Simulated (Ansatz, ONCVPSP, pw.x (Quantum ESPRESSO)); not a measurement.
What a changed setting does to a pw.x run (fcc N)

Potential: optimised norm-conserving Vanderbilt (ONCV), ONCVPSP 4.0.1.1 (patched build), PBE; core [He], reference 2s2 2p3; waves: 2s: rc 0.80 bohr, ncon 3, nbas 6, qcut 9.2 1/bohr, 1 projector; 2p: rc 2.15 bohr, ncon 4, nbas 7, qcut 4.9 1/bohr, 2 projectors, debl 0.9 Ha; d scattering state at 0.39 Ha: rc 1.90 bohr, ncon 3, nbas 6, qcut 5.2 1/bohr, 2 projectors, debl 0.6 Ha; local part: polynomial inside 0.60 bohr (lpopt 5, dvloc0 -1.5 Ha); core correction: none.

The reference run (k-mesh 18³, cutoffs 90/360 Ry, Fermi–Dirac 0.01 Ry, mixing_beta 0.4, conv_thr 1e-9, no spin) gives -0.65 GPa at 7.602 Å³/atom, where all-electron LAPW gives 0.28 GPa. This run, with its own iteration cap, changes startingwfc to atomic.

```
&control
  calculation='scf', prefix='x', pseudo_dir='./', outdir='./tmp', tstress=.true., disk_io='none'
/
&system
  ibrav=0, nat=1, ntyp=1, ecutwfc=90, ecutrho=360, nbnd=9,
  occupations='smearing', smearing='fd', degauss=0.01
/
&electrons
  conv_thr=1e-09, mixing_beta=0.4, electron_maxstep=70, startingwfc='atomic'
/
ATOMIC_SPECIES
N 1.0 N.UPF
CELL_PARAMETERS angstrom
  0.00000000 1.56062762 1.56062762
  1.56062762 0.00000000 1.56062762
  1.56062762 1.56062762 0.00000000
ATOMIC_POSITIONS crystal
N 0.0000 0.0000 0.0000
K_POINTS automatic
18 18 18 0 0 0
```

```bash
pw.x < N.scf.in > N.scf.out
```

Q: How does the run end?

A: It converges in 5 iterations; the free energy moves by +0.0 meV/atom and the pressure by +0.00 GPa. The result is that of the reference run.

```
Message from routine setup:
     using ibrav=0 with symmetry is DISCOURAGED, use correct ibrav instead
     lattice parameter (alat)  =       4.1707  a.u.
     unit-cell volume          =      51.3008 (a.u.)^3
     number of electrons       =         5.00
     number of Kohn-Sham states=            9
     kinetic-energy cutoff     =      90.0000  Ry
     charge density cutoff     =     360.0000  Ry
     scf convergence threshold =      1.0E-09
     Exchange-correlation= PBE
     number of k points=   195  Fermi-Dirac smearing, width (Ry)=  0.0100
     iteration #  1     ecut=    90.00 Ry     beta= 0.40
     total energy              =     -19.11132250 Ry
     estimated scf accuracy    <       0.00032334 Ry
     iteration #  2     ecut=    90.00 Ry     beta= 0.40
     total energy              =     -19.11134776 Ry
     estimated scf accuracy    <       0.00008481 Ry
     iteration #  3     ecut=    90.00 Ry     beta= 0.40
     total energy              =     -19.11136030 Ry
     estimated scf accuracy    <       0.00000250 Ry
     iteration #  4     ecut=    90.00 Ry     beta= 0.40
     total energy              =     -19.11136268 Ry
     estimated scf accuracy    <          5.4E-09 Ry
     iteration #  5     ecut=    90.00 Ry     beta= 0.40
     the Fermi energy is     8.5796 ev
!    total energy              =     -19.11136271 Ry
     estimated scf accuracy    <          9.1E-10 Ry
     smearing contrib. (-TS)   =      -0.00318994 Ry
     The total energy is F=E-TS. E is the sum of the following terms:
     one-electron contribution =       3.49192878 Ry
     hartree contribution      =       1.42475500 Ry
     xc contribution           =      -4.59193342 Ry
     ewald contribution        =     -19.43292312 Ry
     convergence has been achieved in   5 iterations
          total   stress  (Ry/bohr**3)                   (kbar)     P=       -6.47
     Message from routine punch:
     Nothing written, as per user request (disk_io='none')
```

The run took about 7.1 s on one core of a shared host (Intel(R) Xeon(R) 6975P-C, 192 threads, 378 GiB, load 80).
